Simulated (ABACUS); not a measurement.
# MnS (P6_3mc) in ABACUS: single point with LDA

Aim: the single point of MnS with LDA.

Program: ABACUS 3.10.1. These are calculated values, not measurements. Logs are shortened: lines on timing, memory, paths and dates and some standing lists are left out, and cuts for length are marked.

**1. The structure**

Symmetry: P6_3mc, No. 186, hexagonal system. The conventional cell has a = 3.954 Å, b = 3.954 Å, c = 6.343 Å, α = 90.00°, β = 90.00°, γ = 120.00°. Mn (site symmetry 3m) is surrounded by 4 S at 2.36 to 2.42 Å. S (site symmetry 3m) is surrounded by 4 Mn at 2.36 to 2.42 Å.

The cell is a database's computed one.

**2. Single point, LDA, collinear spin, ferromagnetic start**

run_abacus.py

```python
"""ABACUS run from a structure file: ASE reads it, the script writes STRU, KPT and INPUT."""
import re
import subprocess
import spglib
from ase import Atoms
from ase.io import read
from ase.units import Bohr

atoms = read("MnS.cif")
cell, frac, numbers = spglib.standardize_cell((atoms.cell[:], atoms.get_scaled_positions(), atoms.numbers), to_primitive=True, symprec=1e-4)
atoms = Atoms(numbers=numbers, cell=cell, scaled_positions=frac, pbc=True)  # the primitive cell
atoms = atoms[(-atoms.numbers).argsort(kind="stable")]  # ABACUS lists atoms element by element
pseudo = {'Mn': 'mn_lda_v1.5.uspp.F.UPF', 'S': 's_lda_v1.4.uspp.F.UPF'}
orbital = {}
magmoms = [4.0, 4.0, 0.0, 0.0]
kmesh = [6, 6, 3]
params = {
    'suffix': 'MnS',
    'calculation': 'scf',
    'basis_type': 'pw',
    'pseudo_dir': './',
    'symmetry': 1,
    'dft_functional': 'pz',
    'ecutwfc': 40,
    'pseudo_rcut': 10,
    'nspin': 2,
    'nbands': 36,
    'ks_solver': 'dav',
    'smearing_method': 'fd',
    'smearing_sigma': 0.00367493,
    'scf_thr': 1e-08,
    'scf_nmax': 100,
    'mixing_type': 'broyden',
    'mixing_beta': 0.4,
    'cal_force': 1,
    'cal_stress': 1,
    'ecutrho': 320,
    'out_chg': 1,
    'out_pot': 2,
    'out_elf': 0,
    'kpar': 4,
}

symbols = atoms.get_chemical_symbols()
elements = list(dict.fromkeys(symbols))
lines = ["ATOMIC_SPECIES"] + [f"{e} {atoms.get_masses()[symbols.index(e)]:.4f} {pseudo[e]}" for e in elements]
if orbital:
    lines += ["", "NUMERICAL_ORBITAL"] + [orbital[e] for e in elements]
lines += ["", "LATTICE_CONSTANT", f"{1 / Bohr:.10f}", "", "LATTICE_VECTORS"]
lines += [" ".join(f"{x:.10f}" for x in v) for v in atoms.cell]
lines += ["", "ATOMIC_POSITIONS", "Direct"]
for e in elements:
    lines += ["", e, "0.0", str(symbols.count(e))]
    for i, p in enumerate(atoms.get_scaled_positions(wrap=False)):
        if symbols[i] == e:
            mag = "" if magmoms is None else " mag " + " ".join(str(x) for x in (magmoms[i] if isinstance(magmoms[i], list) else [magmoms[i]]))
            lines.append(" ".join(f"{x:.10f}" for x in p) + " 1 1 1" + mag)
open("STRU", "w").write("\n".join(lines) + "\n")
open("KPT", "w").write("K_POINTS\n0\nGamma\n%d %d %d 0 0 0\n" % tuple(kmesh))
open("INPUT", "w").write("INPUT_PARAMETERS\n" + "".join(f"{k:<20s}{v}\n" for k, v in params.items()))

done = subprocess.run(['mpirun', '-np', '4', 'abacus'])
if done.returncode:
    raise SystemExit(done.returncode)
log = open("OUT.MnS/running_scf.log").read()
print("final energy (eV):", re.findall(r"FINAL_ETOT_IS (\S+)", log))
```

MnS.cif

```cif
data_MnS
_cell_length_a 3.95357692
_cell_length_b 3.95357692
_cell_length_c 6.34252886
_cell_angle_alpha 90.00000000
_cell_angle_beta 90.00000000
_cell_angle_gamma 120.00000000
_space_group_name_H-M_alt 'P6_3mc'
_space_group_name_Hall 'P 6c -2c'
_space_group_IT_number 186
loop_
_space_group_symop_operation_xyz
'x,y,z'
'x-y,x,z+1/2'
'-y,x-y,z'
'-x,-y,z+1/2'
'-x+y,-x,z'
'y,-x+y,z+1/2'
'y,x,z+1/2'
'x,x-y,z'
'x-y,-y,z+1/2'
'-y,-x,z'
'-x,-x+y,z+1/2'
'-x+y,y,z'
loop_
_atom_site_label
_atom_site_type_symbol
_atom_site_symmetry_multiplicity
_atom_site_Wyckoff_symbol
_atom_site_fract_x
_atom_site_fract_y
_atom_site_fract_z
_atom_site_occupancy
Mn1 Mn 2 b 0.6666666667 0.3333333333 0.4988446700 1
S1 S 2 b 0.3333333333 0.6666666667 0.6261543000 1
```

Potentials or basis: GBRV ultrasoft 1.5 LDA, plane waves.

Started as:

```bash
OMP_NUM_THREADS=1 python run_abacus.py > log
```

running log:

```text
ABACUS v3.10.1

               Atomic-orbital Based Ab-initio Computation at UStc

 ------------------------------------------------------------------------------------

 READING GENERAL INFORMATION
                           global_out_dir = OUT.MnS/
                           global_in_card = INPUT
                               pseudo_dir = ./
                              orbital_dir =
                                    DSIZE = 4
                                    GSIZE = 1

 READING UNITCELL INFORMATION
                                    ntype = 2
                  lattice constant (Bohr) = 1.88973
              lattice constant (Angstrom) = 1

 READING ATOM TYPE 1
                               atom label = Mn
                      L=0, number of zeta = 1
                      L=1, number of zeta = 1
                      L=2, number of zeta = 1
             number of atom for this type = 2
               magnetization of element 1 = 4

 READING ATOM TYPE 2
                               atom label = S
                      L=0, number of zeta = 1
                      L=1, number of zeta = 1
                      L=2, number of zeta = 1
             number of atom for this type = 2
               magnetization of element 2 = 0

                        TOTAL ATOM NUMBER = 4
DIRECT COORDINATES
    atom                   x                   y                   z     mag                  vx                  vy                  vz
taud_Mn1            0.6666666667        0.3333333333        0.4988446700  4.0000        0.0000000000        0.0000000000        0.0000000000
taud_Mn2            0.3333333333        0.6666666667        0.9988446700  4.0000        0.0000000000        0.0000000000        0.0000000000
taud_S1            0.3333333333        0.6666666667        0.6261543000  0.0000        0.0000000000        0.0000000000        0.0000000000
taud_S2            0.6666666667        0.3333333333        0.1261543000  0.0000        0.0000000000        0.0000000000        0.0000000000

                          Volume (Bohr^3) = 579.389
                             Volume (A^3) = 85.8565

 Lattice vectors: (Cartesian coordinate: in unit of a_0)
             +3.95358                  +0                  +0
             -1.97679             +3.4239                  +0
                   +0                  +0            +6.34253
 Reciprocal vectors: (Cartesian coordinate: in unit of 2 pi/a_0)
            +0.252936           +0.146032                  -0
                   -0           +0.292065                  -0
                   +0                  -0           +0.157666
 The esolver type has been set to : ksdft_pw

                PAO radial cut off (Bohr) = 10

 Read in pseudopotential file is mn_lda_v1.5.uspp.F.UPF
                     pseudopotential type = US
          exchange-correlation functional = PZ
                 nonlocal core correction = 1
                        valence electrons = 15
                                     lmax = 2
[... 205 lines left out ...]
 projector 2 L=0
 projector 3 L=1
 projector 4 L=1
 projector 5 L=2
 projector 6 L=2
      TOTAL NUMBER OF NONLOCAL PROJECTORS = 72

 Init Non-Local PseudoPotential table :
 Init Non-Local-Pseudopotential done.

                                     npwx = 2503

 Make real space PAO into reciprocal space.
       max mesh points in Pseudopotential = 725
     dq(describe PAO in reciprocal space) = 0.01
                                    max q = 763

 number of pseudo atomic orbitals for Mn is 5
WARNING: norm of atomic wavefunction # 3 of atomic type Mn is 0.999978, renormalized
WARNING: norm of atomic wavefunction # 5 of atomic type Mn is 0.998973, renormalized

 number of pseudo atomic orbitals for S is 2
WARNING: norm of atomic wavefunction # 2 of atomic type S is 0.999996, renormalized

 -------------------------------------------
 SELF-CONSISTENT
 -------------------------------------------
                                 init_chg = atomic

 PW ALGORITHM --------------- ION=   1  ELEC=   1--------------------------------

          total magnetism (Bohr mag/cell) = 8.35295
       absolute magnetism (Bohr mag/cell) = 8.35301
                        nelec for spin up = 25.1765
                      nelec for spin down = 16.8235
[... 193 lines left out ...]
 Density error is 1.33954216619e-09
                          Error Threshold = 4.22107518639e-11
----------------------------------------------------------
     Energy           Rydberg                 eV
----------------------------------------------------------
 E_KohnSham     -470.6011445664      -6402.8570514246
 E_KS(sigma->0) -470.6005185979      -6402.8485346864
 E_Harris       -470.6009806408      -6402.8548211031
 E_band         -52.0871437598       -708.6819476789
 E_one_elec     -314.1945875348      -4274.8366712333
 E_Hartree      168.0701660203       2286.7119216815
 E_xc           -69.4733314912       -945.2331673238
 E_Ewald        -255.0021396236      -3469.4821010727
 E_entropy(-TS) -0.0012519370        -0.0170334763
 E_descf        0.0000000000         0.0000000000
 E_exx          0.0000000000         0.0000000000
 E_Fermi        0.5366243379         7.3011486813
----------------------------------------------------------

 charge density convergence is achieved
 final etot is -6402.8570514 eV
 EFERMI = 7.3011486813 eV
The vacuum level is 9.5751607965 eV

 STATE ENERGY(eV) AND OCCUPATIONS    NSPIN == 2
SPIN UP :
 1/4 kpoint (Cartesian) = 0.0000 0.0000 0.0000 (2503 pws)
       1       -73.7435     0.00925926
       2       -73.7433     0.00925926
       3       -42.8474     0.00925926
       4       -42.8474     0.00925926
       5       -42.8467     0.00925926
       6       -42.8467     0.00925926
[... 142 lines left out ...]
      35        18.1450        0.00000
      36        18.8061        0.00000

SPIN DOWN :
 1/4 kpoint (Cartesian) = 0.0000 0.0000 0.0000 (2503 pws)
       1       -69.2265     0.00925926
       2       -69.2262     0.00925926
       3       -38.4660     0.00925926
       4       -38.4648     0.00925926
       5       -38.4648     0.00925926
       6       -38.4638     0.00925926
[... 66 lines left out ...]
      35        16.5170    4.97638e-82
      36        17.1371    2.04367e-87

[... levels at 2 further k points ...]

------------------------------------------------------------------------------------------
 TOTAL-FORCE (eV/Angstrom)
------------------------------------------------------------------------------------------
                       Mn1         0.0000000000         0.0000000000         0.2482504909
                       Mn2         0.0000000000         0.0000000000         0.2482504909
                        S1         0.0000000000         0.0000000000        -0.2482504909
                        S2         0.0000000000         0.0000000000        -0.2482504909
------------------------------------------------------------------------------------------

----------------------------------------------------------------
 TOTAL-STRESS (KBAR)
----------------------------------------------------------------
       -48.1671021185        -0.0000000000         0.0000000000
         0.0000000000       -48.1671021195         0.0000000000
         0.0000000000        -0.0000000000       -24.6957208094
----------------------------------------------------------------
 TOTAL-PRESSURE: -40.343308 KBAR

 --------------------------------------------
 !FINAL_ETOT_IS -6402.8570514245566301 eV
 --------------------------------------------
```

Wall time 54 s (4 MPI ranks of Intel Xeon 6975P-C (Granite Rapids), shared host); peak memory 1.2 GiB.

What came out:

```yaml
Free_energy: -6402.8571 eV
Pressure: -4.0 GPa
Largest_force: 0.248 eV/Å
Band_gap_on_the_k_mesh: none (metal or under the smearing width)
Net_moment: 9.61 μB per cell
Absolute_moment: 9.61 μB per cell
```

Forces on the atoms (eV/Å):
```
Mn   0.000  0.000  0.248
Mn   0.000  0.000  0.248
S    0.000  0.000 -0.248
S    0.000  0.000 -0.248
```

Levels at points of the mesh, in eV from the Fermi level:
Spin up:
| k point | band 22 | band 23 | band 24 | band 25 | band 26 | band 27 | band 28 | band 29 | band 30 |
| --- | --- | --- | --- | --- | --- | --- | --- | --- | --- |
| (0.00, 0.00, 0.00) | -0.61 | -0.61 | 0.42 | 0.49 | 0.49 | 1.13 | 2.79 | 5.78 | 5.78 |
| (0.50, 0.50, 0.00) | -2.47 | -2.11 | -2.03 | -0.93 | -0.51 | 3.54 | 3.71 | 4.45 | 6.27 |
Spin down:
```tsv
k point	band 14	band 15	band 16	band 17	band 18	band 19
(0.00, 0.00, 0.00)	-3.24	-3.21	-3.21	0.39	0.39	0.73
(0.50, 0.50, 0.00)	-3.40	-3.30	-3.18	-0.04	0.15	0.63
```

Caveat: semilocal functionals often make such compounds metallic where correlation or magnetic order opens a gap, which also shifts bond lengths; only a ferromagnetic start was run, and an antiferromagnetic order may lie lower in energy.
